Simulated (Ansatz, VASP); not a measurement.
V: VASP beside Ansatz

Contents of INCAR:

```
SYSTEM = V
ALGO = Normal
EDIFF = 1E-6
EDIFFG = -0.01
ENCUT = 600
GGA = PE
IBRION = 2
ISIF = 3
ISMEAR = 0
LASPH = .TRUE.
LCHARG = .FALSE.
LREAL = .FALSE.
LWAVE = .FALSE.
NELM = 100
NSW = 100
PREC = Accurate
SIGMA = 0.1
```

The input KPOINTS:

```
k-points
0
G
  16 16 16
  0 0 0
```

POSCAR

```
V
1.0
    2.4573254045      0.0000000000      0.0000000000
    0.0000000000      2.4573254045      0.0000000000
    0.0000000000      0.0000000000      2.4573254045
V
1
Direct
    0.0000000000      0.0000000000      0.0000000000
```

Input for Ansatz:

```yaml
crystal:
  lattice:
    - [2.4573254045, 0.0, 0.0]
    - [0.0, 2.4573254045, 0.0]
    - [0.0, 0.0, 2.4573254045]
  atoms:
    - { symbol: V, position: [0.0, 0.0, 0.0] }
basis:
  ecutwfc: 420
kpoints:
  mp_grid: { grid: [16, 16, 16] }
hamiltonian:
  xc: pbe
scf:
  occupations: { method: gaussian, width: 0.1 }
output:
  forces: true
  stress: true
  eigenvalues: true
relax:
  adjacent_minimum: "off"
  f_tol: 0.01
  max_steps: 80
  cell: { stress_tol: 0.05 }
```

Alike in both runs: task relaxation of cell and atoms; functional PBE; k mesh 16 × 16 × 16; occupations gaussian, width 0.1 eV; no spin polarisation.

|  | VASP | Ansatz |
| --- | --- | --- |
| version | VASP 6.6.1 | Ansatz 0.2.0 |
| potentials or method | VASP PAW PBE potentials, release 64 (V_sv) | scalar-relativistic, plane waves, PAW |
| plane-wave cutoff (eV) | 600 | 420 |
| valence electrons in the cell | 13 | 13 |

VASP gave:

* gap on the k mesh at the Fermi level, each at its own relaxed structure (eV): none
* relaxed volume (Å³/atom): 14.74
* relaxed cell length with the largest relative difference (Å): 2.452

Question: Which values does Ansatz return?

Answer: gap on the k mesh at the Fermi level, each at its own relaxed structure (eV): none; relaxed volume (Å³/atom): 14.72; relaxed cell length with the largest relative difference (Å): 2.451.

A gap of «none» marks a metal or a gap that the smearing closes.
